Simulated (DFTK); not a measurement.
# Au (Im-3m) in DFTK: a series of runs

The runs below take Au through relaxation of cell and atoms, with PBE.

Everything below comes from runs of DFTK 0.8.2. Logs are shortened: lines on timing, memory, paths and dates and some standing lists are left out, and cuts for length are marked.

## Step 1: The crystal as given

Symmetry: Im-3m, No. 229, cubic system. The conventional cell has a = 3.315 Å, b = 3.315 Å, c = 3.315 Å, α = 90.00°, β = 90.00°, γ = 90.00°. Au (site symmetry m-3m) is surrounded by 8 Au at 2.87 Å.

This isn't the form of Au at room conditions, which is fcc.

## Step 2: Relaxation of cell and atoms, PBE

The input, run.jl:

```julia
using DFTK
using PseudoPotentialData
using Unitful, UnitfulAtomic
using LinearAlgebra, Printf
include("save.jl")
disable_threading()

# lattice vectors are the columns
lattice = austrip(1u"Å") * [     -1.657269       1.657269       1.657269;
                 1.657269      -1.657269       1.657269;
                 1.657269       1.657269      -1.657269]
symbols   = [:Au]
positions = [[0.0, 0.0, 0.0]]
pseudopotentials = PseudoFamily("dojo.nc.sr.pbe.v0_4_1.standard.upf")
elements = Dict(s => ElementPsp(s, pseudopotentials) for s in unique(symbols))
atoms    = [elements[s] for s in symbols]

build_model(lattice, positions; symmetries=true) =
    model_DFT(lattice, atoms, positions;
              functionals=PBE(),
              temperature=austrip(0.05u"eV"),
              smearing=Smearing.FermiDirac(),
              kinetic_blowup=BlowupCHV(),
              symmetries)
Ecut  = 44.0  # hartree
kgrid = [8, 8, 8]
tol   = 1e-6
to_GPa = ustrip(uconvert(u"GPa", 1u"hartree/bohr^3"))

model0 = build_model(lattice, positions)
model  = model0
basis0 = PlaneWaveBasis(model; Ecut, kgrid)
display(basis0)
results["steps"] = []
previous = Ref{Any}(nothing)
n = 1
w = 3sqrt(n)  # weight of the strain variables
unpack(x) = (DFTK.voigt_strain_to_full(x[3n+1:end] / w) * lattice, [lattice \ x[3i-2:3i] for i in 1:n])

function energy_gradient(x)
    cell, pos = unpack(x)
    model = build_model(cell, pos; symmetries=model0.symmetries)
    basis = PlaneWaveBasis(model; Ecut, kgrid, basis0.fft_size)
    ρ0 = isnothing(previous[]) ? guess_density(basis) : previous[].ρ * previous[].basis.dvol / basis.dvol
    scfres = self_consistent_field(basis;
                                   tol,
                                   ρ=ρ0,
                                   nbandsalg=AdaptiveBands(model; n_bands_converge=14),
                                   callback=identity)
    previous[] = scfres
    forces = compute_forces_cart(scfres)
    G = -vcat([lattice' \ (cell' * f) for f in forces]...)
    stress = compute_stresses_cart(scfres)
    σ = stress / DFTK.voigt_strain_to_full(x[3n+1:end] / w)'
    G = vcat(G, model.unit_cell_volume * DFTK.full_stress_to_voigt((σ + σ') / 2) / w)
    @printf "step %3d  F = %.8f Ha  max force = %.5f eV/Å  p = %8.4f GPa  V = %.4f Å^3  SCF %d\n" length(results["steps"]) scfres.energies.total ustrip(auconvert(u"eV/Å", maximum(norm, forces))) (-tr(stress) / 3 * to_GPa) ustrip(auconvert(u"Å^3", model.unit_cell_volume)) scfres.n_iter
    push!(results["steps"], Dict("total" => scfres.energies.total, "cell" => rows(eachcol(cell)), "frac" => rows(pos), "forces" => rows(forces), "n_iter" => scfres.n_iter, "stress" => rows(eachrow(stress))))
    scfres.energies.total, G
end

x0 = vcat([lattice * p for p in positions]..., zeros(6))
gtol = 2e-4
function bfgs(x; maxsteps, maxmove=0.3)
    H = Matrix(0.3I, length(x), length(x))  # start Hessian, hartree/bohr^2
    _, g = energy_gradient(x)
    for step in 1:maxsteps
        maximum(abs, g) < gtol && return x, true
        λ, V = eigen(Symmetric(H))
        dx = -V * ((V' * g) ./ abs.(λ))
        dx *= min(1, maxmove / maximum(abs, dx))
        x += dx
        _, gnew = energy_gradient(x)
        dg, Hdx = gnew - g, H * dx
        H += dg * dg' / dot(dg, dx) - Hdx * Hdx' / dot(dx, Hdx)
        g = gnew
    end
    x, maximum(abs, g) < gtol
end
x, relaxed = bfgs(x0; maxsteps=30)
println(relaxed ? "Gradient converged" : "Stopped without reaching the gradient tolerance")
scfres = previous[]
cell, pos = unpack(x)
println("Final lattice vectors (Å)")
display(round.(ustrip.(auconvert.(u"Å", cell')); digits=6))
println("Final reduced positions")
foreach((s, p) -> println(s, "  ", round.(p; digits=6)), symbols, pos)
results["relaxed"] = relaxed
display(scfres.energies)
@printf "Fermi level: %.6f eV\n" ustrip(auconvert(u"eV", something(scfres.εF, NaN)))
forces = compute_forces_cart(scfres)
println("Forces (eV/Å)")
for (s, f) in zip(symbols, forces)
    @printf "%-3s %12.6f %12.6f %12.6f\n" s ustrip.(auconvert.(u"eV/Å", f))...
end
stress = compute_stresses_cart(scfres)
println("Stress (GPa)")
display(round.(stress * to_GPa; digits=4))
println("Levels at the first k-point (eV): ", round.(ustrip.(auconvert.(u"eV", scfres.eigenvalues[1][1:scfres.n_bands_converge])); digits=4))
save_scf!(scfres; forces, stress)
```

Potentials or basis: dojo.nc.sr.pbe.v0_4_1.standard.upf (PBE).

Run with:

```
julia --threads=1 run.jl  # save.jl only writes the numbers to a file and isn't shown; printed stress counts tension as positive; times include loading and compiling
```

Standard output:

```text
PlaneWaveBasis discretization:

    Ecut                 : 44.0 Ha
    fft_size             : (36, 36, 36), 46656 total points
    kgrid                : MonkhorstPack([8, 8, 8])
    num.   red. kpoints  : 512
    num. irred. kpoints  : 29

    Discretized Model(gga_x_pbe+gga_c_pbe, 3D):
        lattice (in Bohr)    : [-3.13178  , 3.13178   , 3.13178   ]
                               [3.13178   , -3.13178  , 3.13178   ]
                               [3.13178   , 3.13178   , -3.13178  ]
        unit cell volume     : 122.87 Bohr³

        atoms                : Au
        pseudopot. family    : PseudoFamily("dojo.nc.sr.pbe.v0_4_1.standard.upf")

        num. electrons       : 19
        spin polarization    : none
        temperature          : 0.0018375 Ha
        smearing             : DFTK.Smearing.FermiDirac()

        terms                : Kinetic(, blowup=BlowupCHV())
                               AtomicLocal()
                               AtomicNonlocal()
                               Ewald(nothing)
                               PspCorrection()
                               Hartree()
                               Xc(gga_x_pbe, gga_c_pbe)
                               Entropy()
step   0  F = -148.19746220 Ha  max force = 0.00000 eV/Å  p =  -1.8102 GPa  V = 18.2070 Å^3  SCF 8
step   1  F = -148.19750662 Ha  max force = 0.00000 eV/Å  p =  -0.7203 GPa  V = 18.0545 Å^3  SCF 7
step   2  F = -148.19751457 Ha  max force = 0.00000 eV/Å  p =   0.0266 GPa  V = 17.9551 Å^3  SCF 7
Gradient converged
Final lattice vectors (Å)
3×3 Matrix{Float64}:
 -1.64959   1.64959   1.64959
  1.64959  -1.64959   1.64959
  1.64959   1.64959  -1.64959
Final reduced positions
Au  [-0.0, -0.0, -0.0]
Energy breakdown (in Ha):
    Kinetic             42.5151805
    AtomicLocal         -93.8972453
    AtomicNonlocal      2.5103326
    Ewald               -105.3615391
    PspCorrection       5.0545734
    Hartree             27.0310620
    Xc                  -26.0495390
    Entropy             -0.0003398

    total               -148.197514569705
Fermi level: 12.233842 eV
Forces (eV/Å)
Au      0.000000     0.000000     0.000000
Stress (GPa)
3×3 StaticArraysCore.SMatrix{3, 3, Float64, 9} with indices SOneTo(3)×SOneTo(3):
 -0.0266  -0.0     -0.0
 -0.0     -0.0266   0.0
 -0.0      0.0     -0.0266
Levels at the first k-point (eV): [-93.4442, -44.7049, -44.7049, -44.7049, 2.7208, 7.4376, 7.4376, 7.4376, 9.2222, 9.2222, 28.5041, 28.5041, 28.5041, 35.4393]
```

It took 82 s on 1 thread of AMD EPYC 9R45 (Zen 5), shared host; peak memory 1.7 GiB.

Results:

```yaml
Free_energy: -4032.6598 eV
Relaxed_volume: 17.96 Å³/atom
Relaxed_cell: a = 2.857 Å, b = 2.857 Å, c = 2.857 Å, α = 109.47°, β = 109.47°, γ = 109.47°
Space_group_after_relaxing_to_0.05_Å: Im-3m (No. 229)
Energy_gained_by_relaxing: 1.4 meV/atom
Ionic_steps: 3
Pressure_after_relaxing: 0.0 GPa
Band_gap_on_the_k_mesh: none (metal or under the smearing width)
```

The path:
| step | energy change (eV) | largest force (eV/Å) | pressure (GPa) | volume (Å³) |
| --- | --- | --- | --- | --- |
| 1 | 0.0000 | 0.0000 | -1.81 | 18.21 |
| 2 | -0.0012 | 0.0000 | -0.72 | 18.05 |
| 3 | -0.0014 | 0.0000 | 0.03 | 17.96 |

Final structure:
```xyz
1
Lattice="-1.6496 1.6496 1.6496 1.6496 -1.6496 1.6496 1.6496 1.6496 -1.6496" Properties=species:S:1:pos:R:3 pbc="T T T"
Au    0.0000    0.0000    0.0000
```

Levels at points of the mesh, in eV from the Fermi level:
```csv
k point,band 6,band 7,band 8,band 9,band 10,band 11,band 12,band 13
"(0.00, 0.00, 0.00)",-4.80,-4.80,-4.80,-3.01,-3.01,16.27,16.27,16.27
"(-0.50, 0.00, 0.00)",-5.80,-3.15,-2.83,-1.61,-0.61,3.08,12.15,13.37
"(-0.50, -0.50, -0.50)",-6.58,-1.96,-1.96,-1.96,6.06,6.06,6.06,8.93
```

## Step 3: Relaxation of cell and atoms, PBE, target pressure 5 GPa, at which the enthalpy is minimised

Edit run.jl of step 2 so:

```diff
@@ -37,2 +37,3 @@
 w = 3sqrt(n)  # weight of the strain variables
+pressure = 5.0 / to_GPa  # target
 unpack(x) = (DFTK.voigt_strain_to_full(x[3n+1:end] / w) * lattice, [lattice \ x[3i-2:3i] for i in 1:n])
@@ -53,3 +54,3 @@
     stress = compute_stresses_cart(scfres)
-    σ = stress / DFTK.voigt_strain_to_full(x[3n+1:end] / w)'
+    σ = (stress + pressure * I) / DFTK.voigt_strain_to_full(x[3n+1:end] / w)'
     G = vcat(G, model.unit_cell_volume * DFTK.full_stress_to_voigt((σ + σ') / 2) / w)
@@ -57,3 +58,3 @@
     push!(results["steps"], Dict("total" => scfres.energies.total, "cell" => rows(eachcol(cell)), "frac" => rows(pos), "forces" => rows(forces), "n_iter" => scfres.n_iter, "stress" => rows(eachrow(stress))))
-    scfres.energies.total, G
+    scfres.energies.total + pressure * model.unit_cell_volume, G
 end
```

Potentials or basis: dojo.nc.sr.pbe.v0_4_1.standard.upf (PBE).

Run with:

```
julia --threads=1 run.jl  # save.jl only writes the numbers to a file and isn't shown; printed stress counts tension as positive; times include loading and compiling
```

Run time: 1.7 min. Hardware: 1 thread of AMD EPYC 9R45 (Zen 5), shared host; peak memory 1.7 GiB.

Results (log left out):

```yaml
Free_energy: -4032.6511 eV
Relaxed_volume: 17.38 Å³/atom
Relaxed_cell: a = 2.826 Å, b = 2.826 Å, c = 2.826 Å, α = 109.47°, β = 109.47°, γ = 109.47°
Space_group_after_relaxing_to_0.05_Å: Im-3m (No. 229)
Pressure_after_relaxing: 5.0 GPa
Band_gap_on_the_k_mesh: none (metal or under the smearing width)
```

The path:
```
step  energy change (eV)  largest force (eV/Å)  pressure (GPa)  volume (Å³)
   1              0.0000                0.0000           -1.81        18.21
   2              0.0011                0.0000            2.61        17.64
   3              0.0083                0.0000            5.30        17.35
   4              0.0073                0.0000            4.99        17.38
```

Final structure:
```
CELL_PARAMETERS angstrom
-1.63169 1.63169 1.63169
1.63169 -1.63169 1.63169
1.63169 1.63169 -1.63169
ATOMIC_POSITIONS crystal
Au 0.00000 0.00000 0.00000
```

Levels at points of the mesh, in eV from the Fermi level:
```tsv
k point	band 6	band 7	band 8	band 9	band 10	band 11	band 12	band 13
(0.00, 0.00, 0.00)	-4.99	-4.99	-4.99	-3.11	-3.11	16.27	16.27	16.27
(-0.50, 0.00, 0.00)	-6.05	-3.25	-2.91	-1.61	-0.77	3.25	12.16	13.59
(-0.50, -0.50, -0.50)	-6.88	-1.98	-1.98	-1.98	6.08	6.08	6.08	9.30
```

Spin-orbit coupling is left out, which matters for the levels of Au.

[end of part 1 of 2]
